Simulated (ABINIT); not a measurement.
# TiC (Fm-3m) in ABINIT: a series of runs

Runs on TiC. Level: PBE. Tasks: single point, relaxation of cell and atoms.

All numbers are computed with ABINIT 10.8.3 (patched build); they aren't measurements. Logs are shortened: lines on timing, memory, paths and dates and some standing lists are left out, and cuts for length are marked. The log counts tension as positive stress, the text compression.

**1. The crystal as given**

It takes space group Fm-3m (No. 225, cubic). The conventional cell has a = 4.331 Å, b = 4.331 Å, c = 4.331 Å, α = 90.00°, β = 90.00°, γ = 90.00°. Around Ti (site symmetry m-3m) lie 6 C at 2.17 Å. C (site symmetry m-3m) has 6 Ti at 2.17 Å as nearest neighbours.

The cell is a database's computed one.

**2. Single point, PBE**

The input, run.abi:

```
pp_dirpath "./"
pseudos "Ti.upf, C.upf"

acell 3.062788961 3.062788961 3.062788961 Angstrom
rprim
     0.0000000000     0.7071067812     0.7071067812
     0.7071067812     0.0000000000     0.7071067812
     0.7071067812     0.7071067812     0.0000000000
ntypat 2
znucl 22 6
natom 2
typat 1 2
xred
     0.0000000000     0.0000000000     0.0000000000
     0.5000000000     0.5000000000     0.5000000000

ecut 1142.878222 eV

kptopt 1
ngkpt 8 8 8
nshiftk 1
shiftk 0.0 0.0 0.0

ixc 11

nband 12
occopt 3
tsmear 0.00183747

nstep 100
tolvrs 1.0e-10

iomode 3
prtwf 0
prtden 0
prteig 0
prtebands 0
enunit 2
```

Potentials or basis: PseudoDojo NC SR PBE v0.4.1 standard.

Launch:

```console
$ abinit run.abi > log 2>&1
```

run.abo:

```text
.Version 10.8.3 of ABINIT
 Symmetries : space group Fm -3 m (#225); Bravais cF (face-center cubic)
================================================================================
 Values of the parameters that define the memory need of the present run
     intxc =       0    ionmov =       0      iscf =       7    lmnmax =       6
     lnmax =       6     mgfft =      36  mpssoang =       3    mqgrid =    3001
     natom =       2  nloc_mem =       1    nspden =       1   nspinor =       1
    nsppol =       1      nsym =      48    n1xccc =    2501    ntypat =       2
    occopt =       3   xclevel =       2
       mpw =        1812          nfft =       46656          nkpt =          29
================================================================================
================================================================================

--------------------------------------------------------------------------------
------------- Echo of variables that govern the present computation ------------
--------------------------------------------------------------------------------
 -outvars: echo values of preprocessed input variables --------
            acell      5.7878323177E+00  5.7878323177E+00  5.7878323177E+00 Bohr
              amu      4.78800000E+01  1.20110000E+01
             ecut      4.20000000E+01 Hartree
           enunit           2
              ixc          11
         kptrlatt        8    0    0      0    8    0      0    0    8
          kptrlen      4.63026585E+01
            natom           2
            nband          12
            ngfft          36      36      36
             nkpt          29
            nstep         100
             nsym          48
           ntypat           2
           occopt           3
           prtden           0
        prtebands           0
           prteig           0
            prtwf           0
            rprim      0.0000000000E+00  7.0710678120E-01  7.0710678120E-01
                       7.0710678120E-01  0.0000000000E+00  7.0710678120E-01
                       7.0710678120E-01  7.0710678120E-01  0.0000000000E+00
          spgroup         225
           tolvrs      1.00000000E-10
           tsmear      1.83747000E-03 Hartree
            typat      1  2
           xangst      0.0000000000E+00  0.0000000000E+00  0.0000000000E+00
                       2.1657188437E+00  2.1657188437E+00  2.1657188437E+00
            xcart      0.0000000000E+00  0.0000000000E+00  0.0000000000E+00
                       4.0926154803E+00  4.0926154803E+00  4.0926154803E+00
             xred      0.0000000000E+00  0.0000000000E+00  0.0000000000E+00
                       5.0000000000E-01  5.0000000000E-01  5.0000000000E-01
            znucl       22.00000    6.00000

================================================================================

 chkinp: Checking input parameters for consistency.

================================================================================
== DATASET  1 ==================================================================

--- !DatasetInfo
iteration_state: {dtset: 1, }
dimensions: {natom: 2, nkpt: 29, mband: 12, nsppol: 1, nspinor: 1, nspden: 1, mpw: 1812, }
cutoff_energies: {ecut:  42.0, pawecutdg:  -1.0, }
electrons: {nelect:   1.60000000E+01, charge:   0.00000000E+00, occopt:   3.00000000E+00, tsmear:   1.83747000E-03, }
meta: {optdriver: 0, ionmov: 0, optcell: 0, iscf: 7, paral_kgb: 0, }
...

 Exchange-correlation functional for the present dataset will be:
  GGA: Perdew-Burke-Ernzerhof functional - ixc=11
  J.P.Perdew, K.Burke, M.Ernzerhof, PRL 77, 3865 (1996)

 Real(R)+Recip(G) space primitive vectors, cartesian coordinates (Bohr,Bohr^-1):
 R(1)=  0.0000000  4.0926155  4.0926155  G(1)= -0.1221713  0.1221713  0.1221713
 R(2)=  4.0926155  0.0000000  4.0926155  G(2)=  0.1221713 -0.1221713  0.1221713
 R(3)=  4.0926155  4.0926155  0.0000000  G(3)=  0.1221713  0.1221713 -0.1221713
 Unit cell volume ucvol=  1.3709854E+02 bohr^3
 Angles (23,13,12)=  6.00000000E+01  6.00000000E+01  6.00000000E+01 degrees

 getcut: wavevector=  0.0000  0.0000  0.0000  ngfft=  36  36  36
         ecut(hartree)=     42.000   => boxcut(ratio)=   2.13205

--- Pseudopotential description ------------------------------------------------
- pspini: atom type   1  psp file is ./Ti.upf
12 -101130 2 -1 1586                          pspcod,pspxc,lmax,lloc,mmax
     nproj     2     2     2

- pspini: atom type   2  psp file is ./C.upf
12 -101130 1 -1 1248                          pspcod,pspxc,lmax,lloc,mmax
     nproj     2     2     0

   3.03918597E+02                                ecore*ucvol(ha*bohr**3)
--------------------------------------------------------------------------------

================================================================================

--- !BeginCycle
iteration_state: {dtset: 1, }
solver: {iscf: 7, nstep: 100, nline: 4, wfoptalg: 0, }
tolerances: {tolvrs: 1.00E-10, }
...

     iter   Etot(hartree)      deltaE(h)  residm     vres2
 ETOT  1  -65.105915139228    -6.511E+01 1.714E-01 1.597E+03
 ETOT  2  -64.047598896335     1.058E+00 8.849E-02 7.180E+03
 ETOT  3  -65.436394230731    -1.389E+00 2.010E-01 1.628E+01
 ETOT  4  -65.439743636323    -3.349E-03 1.723E-02 5.776E+00
 ETOT  5  -65.440724262925    -9.806E-04 2.657E-03 7.516E-01
 ETOT  6  -65.440860353593    -1.361E-04 2.416E-03 2.212E-02
 ETOT  7  -65.440864794249    -4.441E-06 7.740E-04 2.086E-04
 ETOT  8  -65.440864874087    -7.984E-08 4.182E-04 3.663E-05
 ETOT  9  -65.440864883317    -9.230E-09 5.334E-04 3.710E-06
 ETOT 10  -65.440864884318    -1.001E-09 1.399E-04 1.304E-07
 ETOT 11  -65.440864884383    -6.412E-11 3.649E-04 4.998E-10
 ETOT 12  -65.440864884388    -5.187E-12 9.293E-05 5.281E-10
 ETOT 13  -65.440864884388     1.705E-13 2.413E-04 1.430E-11

 At SCF step   13       vres2   =  1.43E-11 < tolvrs=  1.00E-10 =>converged.

 Cartesian components of stress tensor (hartree/bohr^3)
  sigma(1 1)= -1.07446374E-05  sigma(3 2)=  0.00000000E+00
  sigma(2 2)= -1.07446374E-05  sigma(3 1)=  0.00000000E+00
  sigma(3 3)= -1.07446374E-05  sigma(2 1)=  0.00000000E+00

--- !ResultsGS
iteration_state: {dtset: 1, }
comment   : Summary of ground state results
lattice_vectors:
- [  0.0000000,   4.0926155,   4.0926155, ]
- [  4.0926155,   0.0000000,   4.0926155, ]
- [  4.0926155,   4.0926155,   0.0000000, ]
lattice_lengths: [   5.78783,    5.78783,    5.78783, ]
lattice_angles: [ 60.000,  60.000,  60.000, ] # degrees, (23, 13, 12)
lattice_volume:   1.3709854E+02
convergence: {deltae:  1.705E-13, res2:  1.430E-11, residm:  2.413E-04, diffor: null, }
etotal    :  -6.54408649E+01
entropy   :   0.00000000E+00
fermie    :   4.01183566E-01
cartesian_stress_tensor: # hartree/bohr^3
- [ -1.07446374E-05,   0.00000000E+00,   0.00000000E+00, ]
- [  0.00000000E+00,  -1.07446374E-05,   0.00000000E+00, ]
- [  0.00000000E+00,   0.00000000E+00,  -1.07446374E-05, ]
pressure_GPa:   3.1612E-01
xred      :
- [  0.0000E+00,   0.0000E+00,   0.0000E+00, Ti]
- [  5.0000E-01,   5.0000E-01,   5.0000E-01,  C]
cartesian_forces: # hartree/bohr
- [ -0.00000000E+00,  -0.00000000E+00,  -0.00000000E+00, ]
- [ -0.00000000E+00,  -0.00000000E+00,  -0.00000000E+00, ]
force_length_stats: {min:   0.00000000E+00, max:   0.00000000E+00, mean:   0.00000000E+00, }
...

 Integrated electronic density in atomic spheres:
 ------------------------------------------------
 Atom  Sphere_radius  Integrated_density
    1        2.00000          9.53774242
    2        2.00000          3.90724481
================================================================================

 ----iterations are completed or convergence reached----

 Mean square residual over all n,k,spin=   11.470E-07; max=  24.135E-05
 reduced coordinates (array xred) for    2 atoms
       0.000000000000      0.000000000000      0.000000000000
       0.500000000000      0.500000000000      0.500000000000
 rms dE/dt=  0.0000E+00; max dE/dt=  0.0000E+00; dE/dt below (all hartree)
    1       0.000000000000      0.000000000000      0.000000000000
    2       0.000000000000      0.000000000000      0.000000000000

 cartesian coordinates (angstrom) at end:
    1      0.00000000000000     0.00000000000000     0.00000000000000
    2      2.16571884370760     2.16571884370760     2.16571884370760

 cartesian forces (hartree/bohr) at end:
    1     -0.00000000000000    -0.00000000000000    -0.00000000000000
    2     -0.00000000000000    -0.00000000000000    -0.00000000000000
 frms,max,avg= 0.0000000E+00 0.0000000E+00   0.000E+00  0.000E+00  0.000E+00 h/b

 cartesian forces (eV/Angstrom) at end:
    1     -0.00000000000000    -0.00000000000000    -0.00000000000000
    2     -0.00000000000000    -0.00000000000000    -0.00000000000000
 frms,max,avg= 0.0000000E+00 0.0000000E+00   0.000E+00  0.000E+00  0.000E+00 e/A
 length scales=  5.787832317744  5.787832317744  5.787832317744 bohr
              =  3.062788961000  3.062788961000  3.062788961000 angstroms
 Fermi (or HOMO) energy (hartree) =   0.40118   Average Vxc (hartree)=  -0.47110
 Eigenvalues (hartree) for nkpt=  29  k points:
 kpt#   1, nband= 12, wtk=  0.00195, kpt=  0.0000  0.0000  0.0000 (reduced coord)
  -1.67582   -0.79536   -0.79536   -0.79536   -0.05294    0.42870    0.42870    0.42870
   0.46447    0.46447    0.46685    0.46685
      occupation numbers for kpt#   1
   2.00000    2.00000    2.00000    2.00000    2.00000    0.00000    0.00000    0.00000
   0.00000    0.00000    0.00000    0.00000
 prteigrs : prtvol=0 or 1, do not print more k-points.

 Fermi (or HOMO) energy (eV) =  10.91676   Average Vxc (eV)= -12.81920
 Eigenvalues (   eV  ) for nkpt=  29  k points:
 kpt#   1, nband= 12, wtk=  0.00195, kpt=  0.0000  0.0000  0.0000 (reduced coord)
 -45.60149  -21.64297  -21.64297  -21.64297   -1.44067   11.66565   11.66565   11.66565
  12.63883   12.63883   12.70356   12.70361
 prteigrs : prtvol=0 or 1, do not print more k-points.

--- !EnergyTerms
iteration_state     : {dtset: 1, }
comment             : Components of total free energy in Hartree
kinetic             :  2.72924410896356E+01
hartree             :  1.14099282099387E+01
xc                  : -1.08819424518601E+01
Ewald energy        : -5.12015050542319E+01
psp_core            :  2.21678948355069E+00
local_psp           : -4.48133482834520E+01
non_local_psp       :  5.36868090270329E-01
internal            : -6.54407689161487E+01
'-kT*entropy'       : -9.59682388283401E-05
total_energy        : -6.54408648843876E+01
total_energy_eV     : -1.78073665064012E+03
band_energy         : -6.27717742585549E+00
...

 Cartesian components of stress tensor (hartree/bohr^3)
  sigma(1 1)= -1.07446374E-05  sigma(3 2)=  0.00000000E+00
  sigma(2 2)= -1.07446374E-05  sigma(3 1)=  0.00000000E+00
  sigma(3 3)= -1.07446374E-05  sigma(2 1)=  0.00000000E+00

-Cartesian components of stress tensor (GPa)         [Pressure=  3.1612E-01 GPa]
- sigma(1 1)= -3.16118147E-01  sigma(3 2)=  0.00000000E+00
- sigma(2 2)= -3.16118147E-01  sigma(3 1)=  0.00000000E+00
- sigma(3 3)= -3.16118147E-01  sigma(2 1)=  0.00000000E+00

== END DATASET(S) ==============================================================
================================================================================

 -outvars: echo values of variables after computation  --------
            acell      5.7878323177E+00  5.7878323177E+00  5.7878323177E+00 Bohr
           etotal     -6.5440864884E+01
            fcart     -0.0000000000E+00 -0.0000000000E+00 -0.0000000000E+00
                      -0.0000000000E+00 -0.0000000000E+00 -0.0000000000E+00
            rprim      0.0000000000E+00  7.0710678120E-01  7.0710678120E-01
                       7.0710678120E-01  0.0000000000E+00  7.0710678120E-01
                       7.0710678120E-01  7.0710678120E-01  0.0000000000E+00
           strten     -1.0744637419E-05 -1.0744637419E-05 -1.0744637419E-05
                       0.0000000000E+00  0.0000000000E+00  0.0000000000E+00
           xangst      0.0000000000E+00  0.0000000000E+00  0.0000000000E+00
                       2.1657188437E+00  2.1657188437E+00  2.1657188437E+00
             xred      0.0000000000E+00  0.0000000000E+00  0.0000000000E+00
                       5.0000000000E-01  5.0000000000E-01  5.0000000000E-01
 Calculation completed.
```

Run time: 26 s. Hardware: 1 thread of Arm Neoverse V1, shared host; peak memory 0.07 GiB.

Results:

* Free energy: -1780.7367 eV
* Pressure: 0.3 GPa
* Band gap on the k mesh: none (metal or under the smearing width)
* Valence electrons inside the program's atomic spheres: Ti 9.54; C 3.91

(Continued in part 2 of 2.)
